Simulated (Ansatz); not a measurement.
Crystal: Te.

```
Te
1.0
     3.82029   -2.14820    0.00000
     3.82029    2.14820    0.00000
    -0.09429    0.00000    5.97609
Te
3
Direct
  0.00000 0.00000 0.00000
  0.30945 0.30945 0.33881
  0.69055 0.69055 0.66119
```

This isn't the form of Te at room conditions, which is trigonal, of chains.

Base run:

* Program: Ansatz 0.2.0
* Functional: LDA
* Potentials or basis: Ansatz PAW
* Cutoff: 420 eV
* Density cutoff: 1680 eV
* k mesh: 7 × 7 × 5
* Occupations: fermi-dirac, width 0.05 eV
* Spin: no spin polarisation

Its results: pressure -2.8 GPa.

**Question.** After a change of settings the same cell gave: pressure 0.1 GPa. Which change was it?
A. functional from LDA to PBEsol; k mesh from 7 × 7 × 5 to 4 × 4 × 3
B. functional from LDA to r2SCAN; cutoff from 420 eV to 500 eV; density cutoff from 1680 eV to 2000 eV
C. functional from LDA to PBEsol
D. functional from LDA to PBEsol; spin from no spin polarisation to spin-orbit coupling, no magnetisation; potential files from those of the base run to others of the same set

**Answer.** B.

Caveats: the PAW data sets come from PBE, with cores solved anew for the run's functional, which leaves a small shift of forces and pressure.

Not every run made on this cell is shown here.
